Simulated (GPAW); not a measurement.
**A GW chain in GPAW: PbS (Galena)**

Aim: the G0W0 gap of PbS (Galena) on PBE, step by step.

Calculated with GPAW 26.7.0; PBE and many-body steps on it, plane waves.

The database entry behind the starting cell differs from later determinations by our own check (about 0.1 % short), so it need not match the best structure at ambient conditions.

## 1. Set-up

It takes space group Fm-3m (No. 225, cubic). Conventional cell: a = 5.931 Å, b = 5.931 Å, c = 5.931 Å, α = 90.00°, β = 90.00°, γ = 90.00°. Nearest to Pb lie 6 S at 2.97 Å. Nearest to S lie 6 Pb at 2.97 Å. Farther neighbours and most contacts between anions are not listed.

The cell and positions come from the Crystallography Open Database and are kept as given unless a step says otherwise. Spin-orbit coupling is left out unless a step names it.

## 2. Ground state

This step: GPAW 26.7.0; DFT, PBE, plane waves, PAW.

The ground-state density comes first.

run.py

```python
import json
import numpy as np
from gpaw.mpi import world
from ase import Atoms
from gpaw import GPAW, PW, FermiDirac

atoms = Atoms(['Pb', 'S'],
    cell=[[0.0000000000, 2.9657500000, 2.9657500000],
      [2.9657500000, 0.0000000000, 2.9657500000],
      [2.9657500000, 2.9657500000, 0.0000000000]],
    scaled_positions=[[0.0000000000, 0.0000000000, 0.0000000000],
      [0.5000000000, 0.5000000000, 0.5000000000]],
    pbc=(True, True, True))
calc = GPAW(mode=PW(450),
    xc='PBE',
    kpts={'size': (8, 8, 8), 'gamma': True},
    occupations=FermiDirac(0.001),
    nbands=-7,
    convergence={'density': 1e-6, 'bands': -3},
    maxiter=100,
    txt='gs.txt')
atoms.calc = calc
res = {'energy': atoms.get_potential_energy()}
kpts = calc.get_ibz_k_points()
res['kpts'] = kpts
res['eigenvalues'] = [calc.get_eigenvalues(kpt=k) for k in range(len(kpts))]
res['n_electrons'] = calc.get_number_of_electrons()
calc.write('gs.gpw')

if world.rank == 0:
    with open('result.json', 'w') as f:
        json.dump(res, f, default=lambda x: x.tolist())
```

Run with:

```bash
$ mpirun -n 8 gpaw python run.py
```

Numbers of over 12 decimals in the logs are rounded to 6 here.

The log of the run:

```text
__  _  _
 | _ |_)|_||  |
 |__||  | ||/\| - 26.7.0

Input parameters:
  mode=PW(ecut=450.000000),
  convergence={'density': 1e-06, 'bands': -3},
  kpts=MonkhorstPack(size=(8, 8, 8), gamma=True),
  maxiter=100,
  nbands=-7,
  occupations=Occupations(name='fermi-dirac', width=0.001, fixmagmom=False),
  xc=XC(name='PBE')
  [... matrices ...]
Diagonalizing LCAO Hamiltonian
Converting LCAO to pw mode

                S

       Pb

Atoms  # Å, Bohr magnetons
|   | symbol |        x |        y |        z |    initial magnetic moments |
| 0 |     Pb | 0.000000 | 0.000000 | 0.000000 | ( 0.0000,  0.0000,  0.0000) |
| 1 |      S | 2.965750 | 2.965750 | 2.965750 | ( 0.0000,  0.0000,  0.0000) |

Unit cell  # Å
| periodic |        x |        y |        z |  lengths |    angles |
|      yes | 0.000000 | 2.965750 | 2.965750 | 4.194204 | 60.000000 |
|      yes | 2.965750 | 0.000000 | 2.965750 | 4.194204 | 60.000000 |
|      yes | 2.965750 | 2.965750 | 0.000000 | 4.194204 | 60.000000 |

Number of symmetries: 48
Symmetry operations  # r_c * U_cc + t_c -> r_c
|    | kind |            matrix            |
|  0 |  σ   |  1, 0, 0,  1, 0,-1,  1,-1, 0 |
|  1 |  C2  |  1, 0, 0,  1,-1, 0,  1, 0,-1 |
|  2 |  E   |  1, 0, 0,  0, 1, 0,  0, 0, 1 |
|  3 |  σ   |  1, 0, 0,  0, 0, 1,  0, 1, 0 |
|  4 |  C4  |  1, 0,-1,  1, 0, 0,  1,-1, 0 |
|  5 |  S6  |  1, 0,-1,  1,-1, 0,  1, 0, 0 |
|  6 |  σ   |  1, 0,-1,  0, 1,-1,  0, 0,-1 |
|  7 |  C3  |  1, 0,-1,  0, 0,-1,  0, 1,-1 |
|  8 |  S6  |  1,-1, 0,  1, 0, 0,  1, 0,-1 |
|  9 |  C4  |  1,-1, 0,  1, 0,-1,  1, 0, 0 |
| 10 |  C3  |  1,-1, 0,  0,-1, 1,  0,-1, 0 |
| 11 |  σ   |  1,-1, 0,  0,-1, 0,  0,-1, 1 |
| 12 |  σ   |  0, 1, 0,  1, 0, 0,  0, 0, 1 |
| 13 |  C4  |  0, 1, 0,  0, 1,-1, -1, 1, 0 |
| 14 |  C3  |  0, 1, 0,  0, 0, 1,  1, 0, 0 |
| 15 |  S6  |  0, 1, 0, -1, 1, 0,  0, 1,-1 |
| 16 |  C2  |  0, 1,-1,  1, 0,-1,  0, 0,-1 |
| 17 |  σ   |  0, 1,-1,  0, 1, 0, -1, 1, 0 |
| 18 |  S4  |  0, 1,-1,  0, 0,-1,  1, 0,-1 |
| 19 |  C4  |  0, 1,-1, -1, 1, 0,  0, 1, 0 |
| 20 |  C3  |  0, 0, 1,  1, 0, 0,  0, 1, 0 |
| 21 |  σ   |  0, 0, 1,  0, 1, 0,  1, 0, 0 |
| 22 |  S6  |  0, 0, 1,  0,-1, 1, -1, 0, 1 |
| 23 |  C4  |  0, 0, 1, -1, 0, 1,  0,-1, 1 |
| 24 |  S4  |  0, 0,-1,  1, 0,-1,  0, 1,-1 |
| 25 |  C3  |  0, 0,-1,  0, 1,-1,  1, 0,-1 |
| 26 |  C2  |  0, 0,-1,  0,-1, 0, -1, 0, 0 |
| 27 |  S6  |  0, 0,-1, -1, 0, 0,  0,-1, 0 |
| 28 |  S4  |  0,-1, 1,  1,-1, 0,  0,-1, 0 |
| 29 |  C4  |  0,-1, 1,  0, 0, 1, -1, 0, 1 |
| 30 |  C2  |  0,-1, 1,  0,-1, 0,  1,-1, 0 |
| 31 |  σ   |  0,-1, 1, -1, 0, 1,  0, 0, 1 |
| 32 |  C3  |  0,-1, 0,  1,-1, 0,  0,-1, 1 |
| 33 |  S6  |  0,-1, 0,  0, 0,-1, -1, 0, 0 |
| 34 |  S4  |  0,-1, 0,  0,-1, 1,  1,-1, 0 |
| 35 |  C2  |  0,-1, 0, -1, 0, 0,  0, 0,-1 |
| 36 |  C2  | -1, 1, 0,  0, 1, 0,  0, 1,-1 |
| 37 |  S6  | -1, 1, 0,  0, 1,-1,  0, 1, 0 |
| 38 |  S4  | -1, 1, 0, -1, 0, 1, -1, 0, 0 |
| 39 |  C3  | -1, 1, 0, -1, 0, 0, -1, 0, 1 |
| 40 |  S6  | -1, 0, 1,  0, 0, 1,  0,-1, 1 |
| 41 |  C2  | -1, 0, 1,  0,-1, 1,  0, 0, 1 |
| 42 |  C3  | -1, 0, 1, -1, 1, 0, -1, 0, 0 |
| 43 |  S4  | -1, 0, 1, -1, 0, 0, -1, 1, 0 |
| 44 |  C2  | -1, 0, 0,  0, 0,-1,  0,-1, 0 |
| 45 |  i   | -1, 0, 0,  0,-1, 0,  0, 0,-1 |
| 46 |  σ   | -1, 0, 0, -1, 1, 0, -1, 0, 1 |
| 47 |  C2  | -1, 0, 0, -1, 0, 1, -1, 1, 0 |

BZ-sampling:
  Number of BZ points: 512
  Number of IBZ points: 29

  Monkhorst-Pack size: [8, 8, 8]
  Monkhorst-Pack shift: [0.0625, 0.0625, 0.0625]

K-points  # in reciprocal-cell coordinates
|     |                                coordinates |     weight |
|   0 | (  0.00000000,   0.00000000,   0.00000000) | 0.00195312 |
|   1 | (  0.12500000,   0.12500000,   0.00000000) | 0.01171875 |
|   2 | (  0.12500000,   0.12500000,   0.12500000) | 0.01562500 |
|   3 | (  0.25000000,   0.12500000,   0.12500000) | 0.02343750 |
|   4 | (  0.25000000,   0.25000000,   0.00000000) | 0.01171875 |
|   5 | (  0.25000000,   0.25000000,   0.12500000) | 0.04687500 |
|   6 | (  0.25000000,   0.25000000,   0.25000000) | 0.01562500 |
|   7 | (  0.37500000,   0.25000000,  -0.37500000) | 0.04687500 |
|   8 | (  0.37500000,   0.25000000,   0.12500000) | 0.04687500 |
|   9 | (  0.37500000,   0.25000000,   0.25000000) | 0.04687500 |
| ... |                                            |            |
|  28 | (  0.50000000,   0.50000000,   0.50000000) | 0.00781250 |

Plane wave coefficients: 1158
Cutoff: 450.000000 eV

Spin-components: 1 (collinear spins)
Bands:           17
Projectors:      11
Spin-degeneracy: 2
Datatype:        complex128

  Storage: CPU
  Wave functions: 8_984_432 bytes (1_123_054 per core)
  Projectors: 11_626_912 bytes (1_453_364 per core)
  [... matrices ...]
Parallelization:
  kpt:    8
  domain: 1
  band:   1

Density:
  Valence electrons: 20.0
  Components: 1
  Grid points: [21 21 21]
  Charge: 0.0  # |e|

Potential:
  Grid points: [21 21 21]

species:
  Pb:
    name:    Lead
    Z:       82.0
    valence: 14
    core:    68
    charge:  0.0  # [|e|]
    compensation charges:
      type: gauss
      rc: 0.38  # [Å]
      lmax: 2
    cutoffs:
      filter: 2.36  # [Å]
      core: 2.43  # [Å]
    projectors
    | kind |    occ | energy [eV] | rcut [Å] |
    |   6s |  2.000 |     -11.969 |    1.259 |
    |   6p |  2.000 |      -3.506 |    1.275 |
    |   5d | 10.000 |     -21.211 |    1.217 |
    |    s |        |      15.243 |    1.259 |
    |    p |        |      23.705 |    1.275 |
    |    d |        |       6.001 |    1.217 |

    Using partial waves for Pb as LCAO basis

  S:
    name:    Sulfur
    Z:       16.0
    valence: 6
    core:    10
    charge:  0.0  # [|e|]
    compensation charges:
      type: gauss
      rc: 0.24  # [Å]
      lmax: 2
    cutoffs:
      filter: 1.77  # [Å]
      core: 1.66  # [Å]
    projectors
    | kind |    occ | energy [eV] | rcut [Å] |
    |   3s |  2.000 |     -17.254 |    0.974 |
    |   3p |  4.000 |      -7.008 |    0.979 |
    |    s |        |       9.957 |    0.974 |
    |    p |        |      20.203 |    0.979 |
    |    d |        |       0.000 |    0.900 |

    Using partial waves for S as LCAO basis

Reference energy: -578132.083262  # eV

eigensolver:
  PPCG
  Converge bands: -3
  niter=2

density mixing:
  MSR1-Mixer
  Pratt-step length: 0.05
  Maximum mixing coefficient: 0.75
  Old densities: 10
  SVD Regularization: 0.005
  Good broyden scale: 1.0
  Trust region scale: 1.0
  Backstep threshold: 4.0
  History deletion threshold: 6.0
  Fourier metric: weight=20.0, sigma=0.015

occupation numbers:
  Fermi-Dirac:
    width: 0.0010  # eV

poisson solver:
  ecut: 3600.000000  # eV

xc functional:
  name: PBE with 2 nearest neighbor stencil

Initialization done in: 1.442 s

convergence criteria:
- Maximum integral of absolute [dens]ity change: 1e-06 electrons / valence electron
- Maximum [total energy] change in last 3 cyles: 0.0005 eV / valence electron
- Maximum integral of absolute [eigenst]ate change: 4e-08 eV^2 / valence electron
maximum number of iterations: 100

SCF iterations
|iter     |     time |      energy | eigst |  dens |
|iter:   1|  |   -9.376715 | +1.90 |       |
|iter:   2|  |   -9.268807 | +0.11 | -1.16 |
|iter:   3|  |   -8.941185 | -0.87 | -1.21 |
|iter:   4|  |   -8.943301 | -2.36 | -1.81 |
|iter:   5|  |   -8.944439c| -3.73 | -2.16 |
|iter:   6|  |   -8.944478c| -5.05 | -3.15 |
|iter:   7|  |   -8.944483c| -6.22 | -3.63 |
|iter:   8|  |   -8.944483c| -7.29 | -4.42 |
|iter:   9|  |   -8.944483c| -7.58c| -5.14 |
|iter:  10|  |   -8.944483c| -8.44c| -5.58 |
|iter:  11|  |   -8.944483c| -8.79c| -6.48c|

Converged in 11 steps
SCF loop duration: 1.874 s (0.170 s/step)
Energy contributions relative to reference atoms: (reference = -578132.083262)
  [... matrices ...]
Energy contributions:
  Kinetic:          18.897541
  Coulomb:         -19.214070
  Zero:              0.032415
  External:          0.000000
  Xc:               -8.660369
  Entropy:          -0.000000
  Spinorbit:         0.000000
  ----------------------------
  Free energy:      -8.944483
  Extrapolated:     -8.944483

dipole moment: (-25.076442, -25.076442, -25.076442)  # |e|*Ang

Fermi level: 6.338
Eigenvalues  # (at kpt = [0.000, 0.000, 0.000])
| band index |      eig [eV] | occ [0-2] |
|          0 |       -10.579 |     2.000 |
|        ... |               |           |
|          2 |       -10.579 |     2.000 |
|          3 |       -10.569 |     2.000 |
|          4 |       -10.569 |     2.000 |
|          5 |        -7.356 |     2.000 |
|          6 |         0.260 |     2.000 |
|          7 |         4.051 |     2.000 |
|          8 |         4.051 |     2.000 |
|          9 |         4.051 |     2.000 |
|         10 |        11.417 |     0.000 |
|         11 |        11.417 |     0.000 |
|         12 |        11.417 |     0.000 |
|         13 |        12.936 |     0.000 |
|         14 |        12.936 |     0.000 |
|         15 |        12.936 |     0.000 |
|         16 |        15.150 |     0.000 |

Gap: 0.311 eV
Transition (v -> c):
  (s=0, k=28, n=9, [0.50, 0.50, 0.50]) -> (s=0, k=28, n=10, [0.50, 0.50, 0.50])
No difference between direct/indirect transitions
# Writing to gs.gpw (mode='')
  [... matrices ...]
```

It took 5.5 s on 8 MPI ranks of Intel Xeon Platinum 8488C (Sapphire Rapids), shared host; peak memory 1.2 GiB.

This step gave:

```yaml
total_energy: -8.944 eV
gap: 0.3106 eV
k_of_the_valence_top: 0.5, 0.5, 0.5
k_of_the_conduction_bottom: 0.5, 0.5, 0.5
least_direct_gap: 0.3106 eV
```

The gap is direct, at (0.500, 0.500, 0.500).

## 3. Empty states on the mesh, 6×6×6 mesh, 284 bands

The sums over transitions need many empty states on a uniform mesh; this step solves for them.

run.py

```python
import json
import numpy as np
from gpaw.mpi import world
from gpaw import GPAW

calc = GPAW('gs.gpw').fixed_density(kpts={'size': (6, 6, 6), 'gamma': True},
    parallel={'domain': 1, 'band': 1},
    txt='nscf.txt')
calc.diagonalize_full_hamiltonian(nbands=284)
calc.write('full.gpw', mode='all')
res = {}
kpts = calc.get_ibz_k_points()
res['kpts'] = kpts
res['eigenvalues'] = [calc.get_eigenvalues(kpt=k) for k in range(len(kpts))]
res['n_electrons'] = calc.get_number_of_electrons()

if world.rank == 0:
    with open('result.json', 'w') as f:
        json.dump(res, f, default=lambda x: x.tolist())
```

Run with:

```bash
$ mpirun -n 8 gpaw python run.py
```

The log of the run:

```text
Diagonalizing LCAO Hamiltonian
Converting LCAO to pw mode
convergence criteria:
- Maximum integral of absolute [eigenst]ate change: 4e-08 eV^2 / valence electron
maximum number of iterations: 100

SCF iterations
|iter     |     time |      energy | eigst |  dens |
|iter:   1|  |             | +1.56 |       |
|iter:   2|  |             | +0.43 |       |
|iter:   3|  |             | -0.61 |       |
[...]
|iter:   9|  |             | -6.36 |       |
|iter:  10|  |             | -7.27 |       |
|iter:  11|  |             | -7.79c|       |
SCF steps: 11
  __  _  _
 | _ |_)|_||  |
 |__||  | ||/\| - 26.7.0

Input parameters:
  mode=PW(ecut=450.000000),
  convergence={'density': 1e-06, 'bands': -3},
  gpts=array([21, 21, 21]),
  kpts=MonkhorstPack(size=(6, 6, 6), gamma=True),
  maxiter=100,
  nbands=17,
  occupations=Occupations(name='fermi-dirac', width=0.001, fixmagmom=False),
  parallel={'domain': 1, 'band': 1},
  xc=XC(name='PBE')
Matrix size: 1139x1139
# Writing to full.gpw (mode='all')
  [... matrices ...]

timing:  # [seconds]
  Total: 3.337  # ━━━━━━━━━━━━━━━━━━━━━━━━━━━━━━━━━━━━━━━━━━━━━━━━━━━━━━━━━━━
```

It took 8 s on 8 MPI ranks; peak memory 1.9 GiB; 62 s of CPU time.

Numbers from this step:

```
gap                                                           : 0.3106 eV
k of the valence top                                          : 0.5, 0.5, 0.5
k of the conduction bottom                                    : 0.5, 0.5, 0.5
least direct gap                                              : 0.3106 eV
k points computed                                             : 16
lowest point of the top converged band, above the valence top : 161.0642 eV
```

On this mesh the gap is 0.311 eV.

## 4. Screening and self-energy, 6×6×6 mesh, 274 bands, screening to 175 eV

G0W0 replaces the xc potential by the self-energy, built once from these orbitals. Only a window of levels is corrected, while the sums run over the empty bands that the input names.

This step: G0W0 on PBE, plane waves, PAW.

run.py

```python
import json
import numpy as np
from gpaw.mpi import world
from gpaw.response.g0w0 import G0W0

gw = G0W0('full.gpw',
    filename='gw',
    kpts=[0, 15],
    bands=(8, 12),
    ecut=175,
    nbands=274,
    integrate_gamma='WS',
    ppa=True)
gw.calculate()
res = {mode: {k: v for k, v in r.items() if k != 'sigma_eskwn'}
       for mode, r in gw.all_results.items()}

if world.rank == 0:
    with open('result.json', 'w') as f:
        json.dump(res, f, default=lambda x: x.tolist())
```

Run with:

```bash
$ mpirun -n 8 gpaw python run.py
```

The log of the run:

```text
Using integrator: PointIntegrator
FrequencyGridDescriptor(from 0.000+0.000j to 0.000+27.211j eV, 2 points)
Nonperiodic BCs:  [False False False]
Using integrator: PointIntegrator
FrequencyGridDescriptor(from 0.000+0.000j to 0.000+27.211j eV, 2 points)
Nonperiodic BCs:  [False False False]
  ___  _ _ _
 |   || | | |
 | | || | | |
 |__ ||_____|
 |___|

BZ k-points: Symmetries present (total): 48

  [... matrices ...]
216 k-points: 6 x 6 x 6 Monkhorst-Pack grid + [1/12,1/12,1/12]
16 k-points in the irreducible part of the Brillouin zone
       k-points in crystal coordinates                weights
   0:     0.00000000    0.00000000    0.00000000          1/216
   1:     0.16666667    0.16666667    0.00000000          6/216
   2:     0.16666667    0.16666667    0.16666667          8/216
   3:     0.33333333    0.16666667    0.16666667         12/216
   4:     0.33333333    0.33333333   -0.33333333         12/216
   5:     0.33333333    0.33333333    0.00000000          6/216
   6:     0.33333333    0.33333333    0.16666667         24/216
   7:     0.33333333    0.33333333    0.33333333          8/216
   8:     0.50000000    0.33333333   -0.33333333         24/216
   9:     0.50000000    0.33333333   -0.16666667         12/216
          ...
  15:     0.50000000    0.50000000    0.50000000          4/216

Distributing spins, k-points and bands (1 x 2 x 4) over 8 processes
Number of blocks: 1

Quasi particle states:
k-points (IBZ indices): [0, 15]
Band range: (8, 12)
  [... matrices ...]
Computational parameters:
Plane wave cut-off: 175 eV
Number of bands: 274
Coulomb cutoff: None
Broadening: 0.1 eV

fxc modes: GW
Kernel: RPA
Using Godby-Needs plasmon-pole approximation:
  Fitting energy: i*E0, E0 = 1.000 Hartree
Summing all q:

Calculating screened Coulomb potential
No Coulomb truncation
FrequencyGridDescriptor(from 0.000+0.000j to 0.000+27.211j eV, 2 points)
Removing empty qpoint cache files...

Calculating chi0 body with:
    Ground state adapter containing:
    Number of spins: 1
    Number of kpoints: 216
    Number of irreducible kpoints: 16
    Number of completely occupied states: 10
    Number of partially occupied states: 10
    Occupied states memory: 1.413116 M / cpu

    Linear response parametrization:
    q_c: [1.3877787807814457e-17, 1.3877787807814457e-17, 1.3877787807814457e-17]
    Number of frequency points: 2
    Planewave cutoff: 175.0
    Number of bands: 274
    Number of planewaves: 283
    Broadening (eta): 1e-06
    comm.size: 8
    kncomm.size: 8
    blockcomm.size: 1

    Memory estimate of potentially large arrays:
        chi0_wGG: 2.444122 M / cpu
Integrating chi0 body.

Symmetries of q_c:
    Direct symmetries (Uq -> q): 48
    Indirect symmetries (TUq -> q): 0
In total 48 allowed symmetries.

  [... matrices ...]
16 groups of equivalent kpoints. 92.592593% reduction.

Integral kind: response function
Integrating chi0 head and wings.

Symmetries of q_c:
    Direct symmetries (Uq -> q): 48
    Indirect symmetries (TUq -> q): 0
In total 48 allowed symmetries.

  [... matrices ...]
16 groups of equivalent kpoints. 92.592593% reduction.

Integral kind: response function wings

Calculating chi0 body with:
    Ground state adapter containing:
    Number of spins: 1
    Number of kpoints: 216
    Number of irreducible kpoints: 16
    Number of completely occupied states: 10
    Number of partially occupied states: 10
[... the further q-points ...]

Results:
f:      Occupation numbers
eps:     KS-eigenvalues [eV]
vxc:     KS vxc [eV]
exx:     Exact exchange [eV]
sigma:   Self-energies [eV]
dsigma:  Self-energy derivatives
Z:       Renormalization factors
qp:      QP-energies [eV]

k-point 0 (0): (0.000, 0.000, 0.000)                GW
band       f     eps     vxc     exx   sigma  dsigma       Z      qp
                                                                   GW
   8   1.000   4.051 -14.459 -17.388   2.192  -0.323   0.756   3.494
   9   1.000   4.051 -14.459 -17.388   2.192  -0.323   0.756   3.494
  10   0.000  11.417 -13.761  -8.635  -4.918  -0.277   0.783  11.579
  11   0.000  11.417 -13.761  -8.635  -4.918  -0.277   0.783  11.579

k-point 1 (15): (0.500, 0.500, 0.500)                GW
band       f     eps     vxc     exx   sigma  dsigma       Z      qp
                                                                   GW
   8   1.000   4.448 -15.125 -17.787   1.941  -0.316   0.760   3.900
   9   1.000   6.271 -16.468 -17.341   0.438  -0.282   0.780   5.932
  10   0.000   6.582 -11.220  -8.044  -3.406  -0.243   0.805   6.397
  11   0.000   8.168 -12.016  -8.399  -3.640  -0.242   0.805   8.150
```

Wall time 5 min (8 MPI ranks); peak memory 2.6 GiB.

Numbers from this step:

```
G0W0 gap on the points computed              : 0.4650 eV
least direct G0W0 gap on the computed points : 0.4650 eV
Z at the valence top                         : 0.7801
Z at the conduction bottom                   : 0.8046
starting gap on the mesh                     : 0.3106 eV
k of the valence top                         : 0.5, 0.5, 0.5
k of the conduction bottom                   : 0.5, 0.5, 0.5
```

The gap on the mesh goes from 0.31 eV to 0.46 eV, a correction of +0.15 eV.

Limits: finite bands, cutoff and mesh; model gap, bands may invert with spin-orbit coupling; no spin-orbit coupling. v1 is the top filled band, c1 the lowest empty one. Levels before and after the correction, in eV, zero at the valence-band top of each column:

```csv
,conduction bottom,valence top
Kohn-Sham,0.31,0.00
G0W0,0.46,0.00
```

```csv
,level,energy (eV)
Kohn-Sham,(0.5 0.5 0.5) v2,-1.824
Kohn-Sham,(0.5 0.5 0.5) v1,0.000
Kohn-Sham,(0.5 0.5 0.5) c1,0.311
Kohn-Sham,(0.5 0.5 0.5) c2,1.897
G0W0,(0.5 0.5 0.5) v2,-2.033
G0W0,(0.5 0.5 0.5) v1,0.000
G0W0,(0.5 0.5 0.5) c1,0.465
G0W0,(0.5 0.5 0.5) c2,2.218
```

## 5. Where the time went

Times are wall times on 8 MPI ranks of Intel Xeon Platinum 8488C (Sapphire Rapids), shared host, good to a factor of about two.

```csv
step,time,share,memory (GiB)
ground state,5.5 s,2 %,1.2
empty states on the mesh,8 s,3 %,1.9
screening and self-energy,5 min,96 %,2.6
```

## 6. Summary of results

```
PBE gap              : 0.31 eV, direct
G0W0 gap on the mesh : 0.46 eV
GW settings          : 6×6×6 mesh, 274 bands, screening to 175 eV, Godby-Needs plasmon pole
known limits         : not at the basis limit; model gap, bands may invert with spin-orbit coupling; no spin-orbit coupling
```

What this shows: G0W0 moves the gap on the mesh from 0.31 eV to 0.46 eV (+0.15 eV), with Z of 0.78 and 0.80 at the edges. Only 2 of the mesh's irreducible points were corrected, so a valley elsewhere could overtake. The dearest step here is «screening and self-energy». Bands and cutoff are finite, so the gap is not at the basis limit. The miss can reach some tenths of an eV and take either sign; the mesh is an error of its own. These stock PAW sets were not made for GW. In the G0W0 run levels were corrected at 2 k points alone, so a gap called «on the mesh» is the least over those, and an edge elsewhere would be missed. Where an edge is built on 6p states of lead, bismuth or thallium, scalar-relativistic gaps usually stand too wide, by a few tenths to over one eV. With atoms this heavy and so narrow a gap, spin-orbit coupling can invert the bands. These scalar-relativistic gaps are then model values, not to be set against experiment, and a spin-orbit change taken from DFT can't simply be added.

[Paths, hosts, dates, memory and timing lines, banners, echoed tables and standing remarks are left out of the program output.]

[Logs are printed without paths, hosts, clocks, repeated set-up lines and the standing remarks that a program may print on its own settings, such as how far it seeks lower states.]

[Runs of the session that timed out or met a known fault of the program may be left out.]

[Hosts, paths, dates, database ids (printed as entryN), source tags and the programs' standing remarks are cut or masked in the printed files.]
